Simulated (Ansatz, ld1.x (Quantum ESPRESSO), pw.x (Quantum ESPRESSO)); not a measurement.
pw.x on sc As: one setting changed

Potential: PAW, ld1.x (Quantum ESPRESSO) 7.5, PBE; core [Ar] 3d10, reference 4s2 4p3; waves: 4s (bound): rcut 1.45, rcutus 1.70 bohr; 4s channel at -0.15 Ry: rcut 1.45, rcutus 1.70 bohr; 4p (bound): rcut 1.80, rcutus 2.35 bohr; 4p channel at 3.35 Ry: rcut 1.80, rcutus 2.35 bohr; 4d channel at 0.35 Ry: rcut 1.50, rcutus 1.86 bohr; 4d channel at 2.8 Ry: rcut 1.50, rcutus 1.86 bohr; local part: all-electron potential smoothed inside 1.30 bohr (lloc = -1); core correction: Bessel-smoothed model core inside 1.40 bohr; augmentation: PSQ, radius 1.25 bohr.

The reference run (k-mesh 12³, cutoffs 40/400 Ry, Fermi–Dirac 0.01 Ry, mixing_beta 0.4, conv_thr 1e-9, no spin) gives -0.95 GPa at 20.515 Å³/atom, where all-electron LAPW gives -0.24 GPa. This run, with its own iteration cap, changes k-mesh shift to 1.

```
&control
  calculation='scf', prefix='x', pseudo_dir='./', outdir='./tmp', tstress=.true., disk_io='none'
/
&system
  ibrav=0, nat=1, ntyp=1, ecutwfc=40, ecutrho=400, nbnd=9,
  occupations='smearing', smearing='fd', degauss=0.01
/
&electrons
  conv_thr=1e-09, mixing_beta=0.4, electron_maxstep=60
/
ATOMIC_SPECIES
As 1.0 As.UPF
CELL_PARAMETERS angstrom
  2.73751920 0.00000000 0.00000000
  0.00000000 2.73751920 0.00000000
  0.00000000 0.00000000 2.73751920
ATOMIC_POSITIONS crystal
As 0.0000 0.0000 0.0000
K_POINTS automatic
12 12 12 1 1 1
```

```bash
pw.x < As.scf.in > As.scf.out
```

Task: How does the run end?

Result: It converges in 7 iterations; the free energy moves by -18.3 meV/atom and the pressure by -0.26 GPa.

```
Message from routine setup:
     using ibrav=0 with symmetry is DISCOURAGED, use correct ibrav instead
     lattice parameter (alat)  =       5.1732  a.u.
     unit-cell volume          =     138.4421 (a.u.)^3
     number of electrons       =         5.00
     number of Kohn-Sham states=            9
     kinetic-energy cutoff     =      40.0000  Ry
     charge density cutoff     =     400.0000  Ry
     scf convergence threshold =      1.0E-09
     Exchange-correlation= SLA  PW   PBX  PBC
     number of k points=    56  Fermi-Dirac smearing, width (Ry)=  0.0100
     iteration #  1     ecut=    40.00 Ry     beta= 0.40
     c_bands:  3 eigenvalues not converged
     c_bands:  3 eigenvalues not converged
     c_bands:  4 eigenvalues not converged
     [... 1 repeated lines left out ...]
     total energy              =    -175.98691724 Ry
     estimated scf accuracy    <       0.00226488 Ry
     iteration #  2     ecut=    40.00 Ry     beta= 0.40
     total energy              =    -175.98710463 Ry
     estimated scf accuracy    <       0.00084901 Ry
     iteration #  3     ecut=    40.00 Ry     beta= 0.40
     [... 2 repeated lines left out ...]
     total energy              =    -175.98712478 Ry
     estimated scf accuracy    <       0.00000259 Ry
     iteration #  4     ecut=    40.00 Ry     beta= 0.40
     [... 38 repeated lines left out ...]
     total energy              =    -175.98712797 Ry
     estimated scf accuracy    <       0.00000008 Ry
     iteration #  5     ecut=    40.00 Ry     beta= 0.40
     [... 16 repeated lines left out ...]
     total energy              =    -175.98712799 Ry
     estimated scf accuracy    <          4.2E-09 Ry
     iteration #  6     ecut=    40.00 Ry     beta= 0.40
     [... 6 repeated lines left out ...]
     total energy              =    -175.98712799 Ry
     estimated scf accuracy    <          1.0E-09 Ry
     iteration #  7     ecut=    40.00 Ry     beta= 0.40
     [... 2 repeated lines left out ...]
     the Fermi energy is     7.7022 ev
!    total energy              =    -175.98712799 Ry
     estimated scf accuracy    <          4.0E-12 Ry
     smearing contrib. (-TS)   =      -0.00179249 Ry
     The total energy is F=E-TS. E is the sum of the following terms:
     one-electron contribution =       4.75610747 Ry
     hartree contribution      =       0.52189984 Ry
     xc contribution           =     -15.21263811 Ry
     ewald contribution        =     -13.71162225 Ry
     one-center paw contrib.   =    -152.33908247 Ry
     convergence has been achieved in   7 iterations
          total   stress  (Ry/bohr**3)                   (kbar)     P=      -12.09
     Message from routine punch:
     Nothing written, as per user request (disk_io='none')
```

The run took about 9.7 s on one core of a shared host (Neoverse-V1, 32 threads, 247 GiB, load 22).
